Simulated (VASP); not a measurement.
# Li2O (Fm-3m) in VASP: elastic constants with PBEsol

Aim: the elastic constants of Li2O with PBEsol.

Program: VASP 6.6.1. These are calculated values, not measurements. Logs are shortened: lines on timing, memory, paths and dates and some standing lists are left out, and cuts for length are marked.

**1. The structure**

The structure is cubic, space group Fm-3m (No. 225). The conventional cell has a = 4.580 Å, b = 4.580 Å, c = 4.580 Å, α = 90.00°, β = 90.00°, γ = 90.00°. Li (site symmetry -43m) has 4 O at 1.98 Å as nearest neighbours. Around O (site symmetry m-3m) lie 8 Li at 1.98 Å.

**2. Elastic constants, PBEsol**

INCAR reads:

```
ALGO = Normal ; EDIFF = 1E-8
ENCUT = 600 ; GGA = PS
IBRION = 6 ; ISIF = 3
ISMEAR = 0 ; LASPH = T
LCHARG = F ; LREAL = F
LWAVE = F ; NELM = 100
NFREE = 2 ; NSW = 1
POTIM = 0.015 ; PREC = Accurate
SIGMA = 0.01
```

KPOINTS reads:

```
k-points
0
Gamma
  8 8 8
```

POSCAR reads:

```
Li2O
1.0
    0.0000000000      2.2899256073      2.2899256073
    2.2899256073      0.0000000000      2.2899256073
    2.2899256073      2.2899256073      0.0000000000
Li O
2 1
Direct
    0.2500000000      0.2500000000      0.2500000000
    0.7500000000      0.7500000000      0.7500000000
    0.0000000000      0.0000000000      0.0000000000
```

Potentials or basis: VASP PAW PBE potentials, release 64 (Li_sv, O).

Command:

```sh
$ cat potpaw_PBE.64/Li_sv/POTCAR potpaw_PBE.64/O/POTCAR > POTCAR
$ mpirun -np 1 vasp_std > vasp.out
```

OUTCAR:

```text
EDIFF = 1E-8
   ENCUT = 600
   GGA = PS
   IBRION = 6
   ISIF = 3
   ISMEAR = 0
   LASPH = T
   LREAL = F
   NELM = 100
   NFREE = 2
   NSW = 1
   POTIM = 0.015
   PREC = Accurate

 ion  position               nearest neighbor table
   1  0.250  0.250  0.250-   3 1.98   3 1.98   3 1.98   3 1.98   2 2.29   2 2.29   2 2.29   2 2.29
                             2 2.29   2 2.29
   2  0.750  0.750  0.750-   3 1.98   3 1.98   3 1.98   3 1.98   1 2.29   1 2.29   1 2.29   1 2.29
                             1 2.29   1 2.29
   3  0.000  0.000  0.000-   2 1.98   2 1.98   2 1.98   1 1.98   2 1.98   1 1.98   1 1.98   1 1.98

  LATTYP: Found a face centered cubic cell.
 ALAT       =     4.5798512146

  Lattice vectors:

 A1 = (   0.0000000000,   2.2899256073,   2.2899256073)
 A2 = (   2.2899256073,   0.0000000000,   2.2899256073)
 A3 = (   2.2899256073,   2.2899256073,   0.0000000000)

Analysis of symmetry for initial positions (statically):
=====================================================================
 Subroutine PRICEL returns:
 Original cell was already a primitive cell.

 Routine SETGRP: Setting up the symmetry group for a
 face centered cubic supercell.

 Subroutine GETGRP returns: Found 48 space group operations
 (whereof 48 operations were pure point group operations)
 out of a pool of 48 trial point group operations.

The static configuration has the point symmetry O_h .

Analysis of symmetry for dynamics (positions and initial velocities):
=====================================================================
 Subroutine PRICEL returns:
 Original cell was already a primitive cell.

 Routine SETGRP: Setting up the symmetry group for a
 face centered cubic supercell.

 Subroutine GETGRP returns: Found 48 space group operations
 (whereof 48 operations were pure point group operations)
 out of a pool of 48 trial point group operations.

The dynamic configuration has the point symmetry O_h .

 Subroutine INISYM returns: Found 48 space group operations
 (whereof 48 operations are pure point group operations),
 and found     1 'primitive' translations

----------------------------------------------------------------------------------------

                                     Primitive cell

  volume of cell :      24.0156

  direct lattice vectors                    reciprocal lattice vectors
     0.000000000  2.289925607  2.289925607    -0.218347705  0.218347705  0.218347705
     2.289925607  0.000000000  2.289925607     0.218347705 -0.218347705  0.218347705
     2.289925607  2.289925607  0.000000000     0.218347705  0.218347705 -0.218347705

  length of vectors
     3.238443851  3.238443851  3.238443851     0.378189318  0.378189318  0.378189318

  position of ions in fractional coordinates (direct lattice)
     0.250000000  0.250000000  0.250000000
     0.750000000  0.750000000  0.750000000
     0.000000000  0.000000000  0.000000000

  ion indices of the primitive-cell ions
   primitive index   ion index
                 1           1
                 2           2
                 3           3

----------------------------------------------------------------------------------------

 KPOINTS: k-points

Automatic generation of k-mesh.
 Grid dimensions read from file:
 generate k-points for:    8    8    8

 Generating k-lattice:

  Cartesian coordinates                     Fractional coordinates (reciprocal lattice)
    -0.027293463  0.027293463  0.027293463     0.125000000  0.000000000  0.000000000
     0.027293463 -0.027293463  0.027293463     0.000000000  0.125000000  0.000000000
     0.027293463  0.027293463 -0.027293463     0.000000000  0.000000000  0.125000000

  Length of vectors
[... 113 lines left out ...]
  -------------------------------------------------------------------------------------
  Total        0.0066000      0.0066000      0.0066000      0.0000000      0.0000000     -0.0000000
  in kB        0.4403096      0.4403096      0.4403096      0.0000000      0.0000000     -0.0000000
  external PRESSURE =       0.4403096 kB  Pullay stress =       0.0000000 kB
[... 92 lines left out ...]
  FREE ENERGIE OF THE ION-ELECTRON SYSTEM (eV)
  ---------------------------------------------------
  free  energy   TOTEN  =       -14.7464816542 eV

  energy  without entropy=      -14.7464816542  energy(sigma->0) =      -14.74648165

 E-fermi :   1.4673     XC(G=0):  -9.9690

 val. band max:        1.3011366100   @ k =   0.0000   0.0000   0.0000
 cond. band min:       6.1081647794   @ k =   0.5000   0.0000   0.5000
 fundamental gap:      4.8070281694
 Fermi energy:         1.4672505390

 k-point     1 :       0.0000    0.0000    0.0000
  band No.  band energies     occupation
      1     -40.9724      2.00000
      2     -40.6098      2.00000
      3     -14.0863      2.00000
      4       1.2542      2.00000
      5       1.3011      2.00000
      6       1.3011      2.00000
      7       6.5317      0.00000
      8      13.1013      0.00000
      9      13.1013      0.00000
     10      13.2393      0.00000
[... 287 lines left out ...]
 k-point    24 :      -0.3750    0.2500    0.1250
  band No.  band energies     occupation
      1     -40.7782      2.00000
      2     -40.7682      2.00000
      3     -13.8324      2.00000
      4      -1.2329      2.00000
      5       0.2482      2.00000
      6       0.4747      2.00000
      7       9.1637      0.00000
      8      11.5792      0.00000
      9      14.2661      0.00000
     10      14.6674      0.00000

 [... further k-points ...]

[... ionic steps 4 to 14 ...]

--------------------------------------- Ionic step       15  -------------------------------------------

 number of electron      12.0000003 magnetization

------------------------ aborting loop because EDIFF is reached ----------------------------------------
[... 69 lines left out ...]
--------------------------------------- Ionic step       17  -------------------------------------------

 number of electron      12.0000002 magnetization

 Free energy of the ion-electron system (eV)
  ---------------------------------------------------
  ext. energy  EPLUGINS =         0.00000000
  ---------------------------------------------------
  free energy    TOTEN  =       -14.74950452 eV

  energy without entropy =      -14.74950452  energy(sigma->0) =      -14.74950452

 E-fermi :   1.4239     XC(G=0): -10.0330

 val. band max:        1.3645989618   @ k =   0.0000   0.0000   0.0000
 cond. band min:       6.2290925781   @ k =   0.5000   0.5000   0.0000
 fundamental gap:      4.8644936163
 Fermi energy:         1.4238703177

 k-point     1 :       0.0000    0.0000    0.0000
  band No.  band energies     occupation
      1     -40.8641      2.00000
      2     -40.4844      2.00000
      3     -14.0312      2.00000
      4       1.3638      2.00000
      5       1.3638      2.00000
      6       1.3646      2.00000
      7       6.7205      0.00000
      8      13.3078      0.00000
      9      13.3086      0.00000
     10      13.3087      0.00000
[... 329 lines left out ...]
  FREE ENERGIE OF THE ION-ELECTRON SYSTEM (eV)
  ---------------------------------------------------
  free  energy   TOTEN  =       -14.7495045156 eV

  energy  without entropy=      -14.7495045156  energy(sigma->0) =      -14.74950452

 INTERNAL STRAIN TENSORS FROM STRAINED CELLS
 ============================================

 INTERNAL STRAIN TENSOR FOR ION    1 for displacements in x,y,z  (eV/Angst):
          X           Y           Z          XY          YZ          ZX
  --------------------------------------------------------------------------------
  x     0.00000     0.00000     0.00000    -0.00000    -0.53136     0.00000
  y     0.00000    -0.00000     0.00000    -0.00000    -0.00000    -0.53148
  z     0.00000     0.00000    -0.00000    -0.53228    -0.00000     0.00000

 INTERNAL STRAIN TENSORS FROM DISPLACED ATOMS
 ============================================

 INTERNAL STRAIN TENSOR FOR ION    1 for displacements in x,y,z  (eV/Angst):
          X           Y           Z          XY          YZ          ZX
  --------------------------------------------------------------------------------
  x     0.00000     0.00000     0.00000     0.00000    -0.52775     0.00000
  y     0.00000     0.00000     0.00000     0.00000     0.00000    -0.52775
  z     0.00000     0.00000     0.00000    -0.52775     0.00000     0.00000

 INTERNAL STRAIN TENSOR FOR ION    3 for displacements in x,y,z  (eV/Angst):
          X           Y           Z          XY          YZ          ZX
  --------------------------------------------------------------------------------
  x     0.00000     0.00000     0.00000     0.00000     0.00000     0.00000
  y     0.00000     0.00000     0.00000     0.00000     0.00000     0.00000
  z     0.00000     0.00000     0.00000     0.00000     0.00000     0.00000

 Eigenvectors and eigenvalues of the dynamical matrix
 ----------------------------------------------------

   1 f  =   16.146858 THz   101.453698 2PiTHz  538.601194 cm-1    66.778007 meV
             X         Y         Z           dx          dy          dz
      1.144963  1.144963  1.144963     0.006380    0.686175    0.170653
      3.434888  3.434888  3.434888    -0.006380   -0.686175   -0.170653
      0.000000  0.000000  0.000000     0.000000    0.000000    0.000000
[... 43 lines left out ...]
   9 f/i=    0.000771 THz     0.004842 2PiTHz    0.025704 cm-1     0.003187 meV
             X         Y         Z           dx          dy          dz
      1.144963  1.144963  1.144963     0.047628    0.168158    0.450548
      3.434888  3.434888  3.434888     0.047628    0.168158    0.450548
      0.000000  0.000000  0.000000     0.071948    0.254020    0.680602

--------------------------------------------------------------------------------------------------------

 ELASTIC MODULI CONTR FROM IONIC RELAXATION (kBar)
 Direction    XX          YY          ZZ          XY          YZ          ZX
 --------------------------------------------------------------------------------
 XX           0.0000      0.0000      0.0000      0.0000      0.0000      0.0000
 YY           0.0000      0.0000      0.0000      0.0000      0.0000      0.0000
 ZZ           0.0000      0.0000      0.0000      0.0000      0.0000      0.0000
 XY           0.0000      0.0000      0.0000     -4.9695      0.0000     -0.0000
 YZ           0.0000      0.0000      0.0000      0.0000     -4.9695      0.0000
 ZX           0.0000      0.0000      0.0000     -0.0000      0.0000     -4.9695
 --------------------------------------------------------------------------------

 TOTAL ELASTIC MODULI (kBar)
 Direction    XX          YY          ZZ          XY          YZ          ZX
 --------------------------------------------------------------------------------
 XX        2076.8892    206.2582    206.2582      0.0000     -0.0000     -0.0000
 YY         206.2582   2076.8892    206.2582      0.0000      0.0000      0.0000
 ZZ         206.2582    206.2582   2076.8892     -0.0000      0.0000      0.0000
 XY           0.0000      0.0000     -0.0000    593.1640      0.0000     -0.0000
 YZ          -0.0000      0.0000      0.0000      0.0000    593.1640      0.0000
 ZX          -0.0000      0.0000      0.0000     -0.0000      0.0000    593.1640
 --------------------------------------------------------------------------------
```

It took 3.9 min on 1 thread of Intel Xeon Platinum 8488C (Sapphire Rapids), shared host; peak memory 0.22 GiB.

What came out:

| Item | Value |
| --- | --- |
| Elastic constants C11, C12, C44 | 208, 21, 59 GPa |
| Voigt bulk modulus | 83 GPa |
| Highest phonon frequency at Γ, LO-TO splitting left out | 539 cm⁻¹ |

Phonon frequencies in cm⁻¹ (negative: imaginary):
| q point | frequencies |
| --- | --- |
| (0.000, 0.000, 0.000) | 0 0 0 453 453 453 539 539 539 |

Elastic tensor in Voigt notation (GPa, in the Cartesian axes of the cell as first typed):
```
208  21  21   0   0   0
 21 208  21   0   0   0
 21  21 208   0   0   0
  0   0   0  59   0   0
  0   0   0   0  59   0
  0   0   0   0   0  59
```

Clamped-ion elastic tensor (GPa):
```
208  21  21   0   0   0
 21 208  21   0   0   0
 21  21 208   0   0   0
  0   0   0  60   0   0
  0   0   0   0  60   0
  0   0   0   0   0  60
```

Caveat: the cutoff is under 1.25 times the usual one of these potentials, so pressure, stress and relaxed cells hold a basis-set (Pulay) error; the PAW data sets were made with another functional, which shifts forces and pressure a little.
